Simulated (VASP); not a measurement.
Set up this calculation in VASP 6.6.1, as the native input.

| Property | Result |
| --- | --- |
| Task | relaxation of cell and atoms |
| Functional | PBE |
| Dispersion | D3(BJ) |
| Potentials or basis | VASP PAW PBE potentials, release 64 (Hf_pv, S) |
| Cutoff | 600 eV |
| k mesh | 9 × 9 × 5 |
| Occupations | gaussian, width 0.03 eV |
| Spin | no spin polarisation |
| Further INCAR settings | ALGO = Normal; EDIFF = 1e-07; IBRION = 2; EDIFFG = -0.005; NSW = 90; ISIF = 3 |

The structure of HfS2 lies in POSCAR:

```
HfS2                                    
1.0
    3.5968391972     -0.0000000000     -0.0000000000
   -1.7984195986      3.1149541181     -0.0000000000
   -0.0000000000      0.0000000000      5.7700006079
  Hf              S             
     1     2
Direct
     0.0000000000000000    0.0000000000000000    0.0000000000000000
     0.6666666699999979    0.3333333300000021    0.7478435750768058
     0.3333333300000021    0.6666666699999979    0.2521564249231941
```

The cell is a database's computed one.

These files were run (other wordings do the same):

INCAR

```
  PREC = Accurate
  ENCUT = 600
  EDIFF = 1E-7
  ISMEAR = 0
  SIGMA = 0.03
  LREAL = F
  LASPH = T
  NELM = 80
  ALGO = Normal
  ISIF = 3
  LWAVE = F
  LCHARG = F
  GGA = PE
  IVDW = 12
  IBRION = 2
  NSW = 90
  EDIFFG = -0.005
  KPAR = 4
```

KPOINTS

```
regular mesh
0
Gamma
  9 9 5
```

Potentials or basis: VASP PAW PBE potentials, release 64 (Hf_pv, S).

The run is started by

```console
$ cat potpaw_PBE.64/Hf_pv/POTCAR potpaw_PBE.64/S/POTCAR > POTCAR
$ mpirun -np 4 vasp_std > vasp.out
```

It gave:

The relaxed volume is 21.56 Å³/atom. The relaxed cell is a = 3.599 Å, b = 3.599 Å, c = 5.765 Å, α = 90.00°, β = 90.00°, γ = 120.00°, the space group after relaxing (to 0.05 Å) is P-3m1 (No. 164) and the energy gained by relaxing is 0.0 meV/atom. The ionic steps are 4. The pressure after relaxing is 0.0 GPa. The largest force after relaxing is 0.003 eV/Å and the band gap on the k mesh is 0.91 eV, indirect (least direct gap 1.86 eV). The dispersion energy per atom is -0.342 eV.

Caveat: spin-orbit coupling is left out, which moves the levels of the heavy elements; an odd mesh through Γ misses points on the zone boundary, where band edges often lie.

Wall time 25 s on 4 MPI ranks on Intel(R) Xeon(R) 6975P-C (Granite Rapids) (shared host), peak memory 0.25 GiB a rank.
